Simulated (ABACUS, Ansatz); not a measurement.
This is a calculation of ZrS2 for Ansatz 0.2.0. Atoms were shifted at random by some hundredths of an Å from the given cell, which wasn't relaxed again for these runs. The cell is a database's computed one, not the measured one.

input.yaml

```yaml
crystal:
  lattice:
    - [3.6913825498, 0.0, 0.0]
    - [-1.8456912749, 3.1968310632, 0.0]
    - [0.0, 0.0, 6.04107701]
  atoms:
    - { symbol: Zr, position: [0.002334, 0.001469, 0.000653] }
    - { symbol: S, position: [0.327143, 0.668184, 0.243608] }
    - { symbol: S, position: [0.672273, 0.346626, 0.755041] }
kpoints:
  mp_grid: { grid: [8, 8, 5] }
scf:
  occupations: { method: fermi_dirac, width: 0.05 }
hamiltonian:
  xc: pbe
  pseudopotentials: { kind: all_electron, lapw: { basis_error: 0.001 } }
output:
  forces: true
  stress: true
  eigenvalues: true
  populations: true
```

Potentials or basis: all-electron LAPW, scalar-relativistic.

Run with:

```console
$ ansatz run input.yaml --threads 2 --pin off --max-ram 6144MiB --backend cpu --events-out ev --progress --plain --runs-dir out
```

Task: What does the same run look like in ABACUS 3.10.1? Potentials or basis there: PseudoDojo NC SR 0.4.1 PBE standard, plane waves, cutoff 898 eV.

Result: As run (cutoffs and basis follow the program's own potentials, and thresholds, step limits or extra output files can differ):

INPUT

```
INPUT_PARAMETERS
suffix              ZrS2
calculation         scf
basis_type          pw
pseudo_dir          ./
symmetry            1
dft_functional      pbe
ecutwfc             66
pseudo_rcut         10
nspin               1
nbands              16
ks_solver           dav
smearing_method     fd
smearing_sigma      0.00367493
scf_thr             1e-08
scf_nmax            100
mixing_type         broyden
mixing_beta         0.7
cal_force           1
cal_stress          1
kpar                4
```

File STRU:

```
ATOMIC_SPECIES
Zr 91.2240 Zr.upf
S 32.0600 S.upf

LATTICE_CONSTANT
1.8897261246

LATTICE_VECTORS
3.6913825498 0.0000000000 0.0000000000
-1.8456912749 3.1968310632 0.0000000000
0.0000000000 0.0000000000 6.0410770100

ATOMIC_POSITIONS
Direct

Zr
0.0
1
0.0023340000 0.0014690000 0.0006530000 1 1 1

S
0.0
2
0.3271430000 0.6681840000 0.2436080000 1 1 1
0.6722730000 0.3466260000 0.7550410000 1 1 1
```

Contents of KPT:

```
K_POINTS
0
Gamma
8 8 5 0 0 0
```

Potentials or basis: PseudoDojo NC SR 0.4.1 PBE standard, plane waves.

The run is started by

```bash
$ OMP_NUM_THREADS=1 mpirun -np 4 abacus > log
```

Both were run:

|  | Ansatz | ABACUS |
| --- | --- | --- |
| Pressure | -1.4 GPa | -1.4 GPa |
| Largest force | 0.443 eV/Å | 0.439 eV/Å |

Where Ansatz's input types no cutoff or centring, it takes its own default and a Γ-centred mesh.

Pressure is positive in compression.
